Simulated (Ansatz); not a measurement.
**AlN: stress in a strained cell**

AlN is deformed so: zz strain of -1 %. What stress and forces result, by LAPW, PAW and all-electron datasets made for the crystal?

Program: Ansatz 0.2.0. Level of theory: DFT PBEsol, scalar-relativistic. These are calculated values, not measurements.

### 1 The starting structure

Symmetry: P6_3mc, No. 186, hexagonal system. The conventional cell has a = 3.111 Å, b = 3.111 Å, c = 4.978 Å, α = 90.00°, β = 90.00°, γ = 120.00°. Al (site symmetry 3m) has 4 N at 1.89 to 1.92 Å as nearest neighbours. N (site symmetry 3m) has 4 Al at 1.89 to 1.92 Å as nearest neighbours.

As a file:

```xyz
4
Lattice="3.1110 0.0000 0.0000 -1.5555 2.6942 0.0000 0.0000 0.0000 4.9780" Properties=species:S:1:pos:R:3 pbc="T T T"
Al    0.0000    1.7961    0.0000
Al    1.5555    0.8981    2.4890
N     0.0000    1.7961    1.9165
N     1.5555    0.8981    4.4055
```

Atoms are numbered in the order of the input: Al1, Al2, N3, N4.

### 2 After the deformation

Space group P6_3mc before, P6_3mc after.

### 3 All-electron LAPW

input.yaml

```yaml
crystal:
  lattice:
    - [3.1110021516, 0.0, 0.0]
    - [-1.5555010758, 2.6942068945, 0.0]
    - [0.0, 0.0, 4.92822]
  atoms:
    - { symbol: Al, position: [0.3333333333, 0.6666666667, 0.0] }
    - { symbol: Al, position: [0.6666666667, 0.3333333333, 0.5] }
    - { symbol: "N", position: [0.3333333333, 0.6666666667, 0.385] }
    - { symbol: "N", position: [0.6666666667, 0.3333333333, 0.885] }
kpoints:
  mp_grid: { grid: [10, 10, 6] }
  band_path:
    path:
      - [0.0, 0.0, 0.0]
      - [0.5, 0.0, 0.0]
      - [0.3333333333, 0.3333333333, 0.0]
      - [0.0, 0.0, 0.0]
      - [0.0, 0.0, 0.5]
      - [0.5, 0.0, 0.5]
      - [0.3333333333, 0.3333333333, 0.5]
      - [0.0, 0.0, 0.5]
      - [0.5, 0.0, 0.5]
    npoints: 5
scf:
  occupations: { method: fermi_dirac, width: 0.03 }
hamiltonian:
  xc: pbesol
  pseudopotentials: { kind: all_electron, lapw: { basis_error: 0.001 } }
output:
  forces: true
  stress: true
  eigenvalues: true
```

The run is started by

```sh
> ansatz run input.yaml --threads 1 --pin off --max-ram 4096MiB --backend cpu --events-out ev --progress --plain --runs-dir out
```

### 4 Frozen-core PAW

input.yaml

```yaml
crystal:
  lattice:
    - [3.1110021516, 0.0, 0.0]
    - [-1.5555010758, 2.6942068945, 0.0]
    - [0.0, 0.0, 4.92822]
  atoms:
    - { symbol: Al, position: [0.3333333333, 0.6666666667, 0.0] }
    - { symbol: Al, position: [0.6666666667, 0.3333333333, 0.5] }
    - { symbol: "N", position: [0.3333333333, 0.6666666667, 0.385] }
    - { symbol: "N", position: [0.6666666667, 0.3333333333, 0.885] }
kpoints:
  mp_grid: { grid: [10, 10, 6] }
scf:
  occupations: { method: fermi_dirac, width: 0.03 }
hamiltonian:
  xc: pbesol
  pseudopotentials: { kind: paw }
output:
  forces: true
  stress: true
  eigenvalues: true
  efg: { contact_densities: true }
```

### 5 All-electron PAW on datasets made for the crystal

input.yaml: that of step 4 with these lines changed.

```diff
@@ -16,3 +16,3 @@
   xc: pbesol
-  pseudopotentials: { kind: paw }
+  pseudopotentials: { kind: all_electron, datasets: crystal }
 output:
```

(Steps that only read results are left out.)

Q: Predict the outcome of this session. Wanted: pressure; largest shear or deviatoric stress.

**Answer**, as computed:

```
                                 quantity                                           value
                                 pressure  LAPW 2.36, PAW 2.51, crystal datasets 2.36 GPa
largest shear or deviatoric stress (LAPW)                                        1.18 GPa
```

In words: The largest part of the stress beyond the pressure is 1.18 GPa in size, in the zz component; the atoms are carried along and not relaxed. No run of the undeformed cell stands beside it, so the pressure holds what the given cell had before the change. PAW: stress within 0.15 GPa of LAPW, forces within 1 meV/Å. Crystal datasets: stress within 0.01 GPa of LAPW, forces within 1 meV/Å.
